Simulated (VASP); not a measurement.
Write the native input for VASP 6.6.1 that does the following.

```yaml
Task: single point
Functional: PBE
Potentials_or_basis: VASP PAW PBE potentials, release 64 (Al, H)
Cutoff: 520 eV
k_mesh: 3 × 3 × 3
Occupations: gaussian, width 0.1 eV
Spin: no spin polarisation
Dipole_correction: no
Further_INCAR_settings: LREAL = Auto; ALGO = Fast; EDIFF = 1e-07; NBANDS = 61
```

The structure of Al27H (a cell with a defect) lies in POSCAR:

```
Al27H
1.0
   -6.0624313821     -6.0624313821      0.0000000000
   -6.0624313821      0.0000000000     -6.0624313821
    0.0000000000     -6.0624313821     -6.0624313821
Al H
27 1
Direct
    0.6671994692      0.6672030981      0.6673637597
    0.3371861669      0.6677548569      0.6651046001
    0.0236776288      0.6429910302      0.6739441228
    0.6677521352      0.3371898783      0.6651051774
    0.3333301233      0.3333362264      0.6651631575
   -0.0005467278      0.3334918571      0.6649136701
    0.6429841023      0.0236850516      0.6739498961
    0.3334902900     -0.0005443361      0.6649124330
    0.0015486361      0.0015512753      0.6655525227
    0.6665947613      0.6665954211      0.3311979754
    0.3331754824      0.6672135724      0.3311911300
    0.0004875931      0.6661789215      0.3331884310
    0.6672105208      0.3331768844      0.3311913774
    0.3333294635      0.3333368862      0.3319313446
   -0.0005443361      0.3338429538      0.3328451693
    0.6661729008      0.0004932839      0.3331878536
    0.3338385002     -0.0005397174      0.3328453343
   -0.0005357586     -0.0005319648      0.3350978959
    0.6651166415      0.6651182910      0.0019843524
    0.3328237258      0.6672106858     -0.0005227276
   -0.0012236840      0.6678900337     -0.0013624072
    0.6672058198      0.3328280970     -0.0005221502
    0.3333297109      0.3333363089     -0.0009558046
   -0.0010883422      0.3294805127      0.0033783475
    0.6678842604     -0.0012175808     -0.0013597680
    0.3294782859     -0.0010862803      0.0033795846
    0.0000708462      0.0000716709     -0.0022782114
    0.8333204422      0.8333529374      0.6106601076
```

One way to write it, as run:

INCAR

```
SYSTEM = Al27H
ALGO = Fast
EDIFF = 1E-7
ENCUT = 520
GGA = PE
ISIF = 2
ISMEAR = 0
LASPH = .True.
LCHARG = .False.
LREAL = Auto
LWAVE = .False.
NBANDS = 61
NELM = 100
PREC = Accurate
SIGMA = 0.1
```

KPOINTS

```
k-points
0
Gamma
  3 3 3
  0 0 0
```

Potentials or basis: VASP PAW PBE potentials, release 64 (Al, H).

The run is started by

```sh
$ cat potpaw_PBE.64/Al/POTCAR potpaw_PBE.64/H/POTCAR > POTCAR
$ mpirun -np 1 vasp_std > vasp.out
```

Results of the run:

```yaml
Pressure: 1.2 GPa
Largest_force: 0.304 eV/Å
Band_gap_on_the_k_mesh: none (metal or under the smearing width)
```

Run time: 6.7 min on 1 thread of Intel(R) Xeon(R) Platinum 8488C (Sapphire Rapids), with other jobs on the host, peak memory 0.63 GiB.
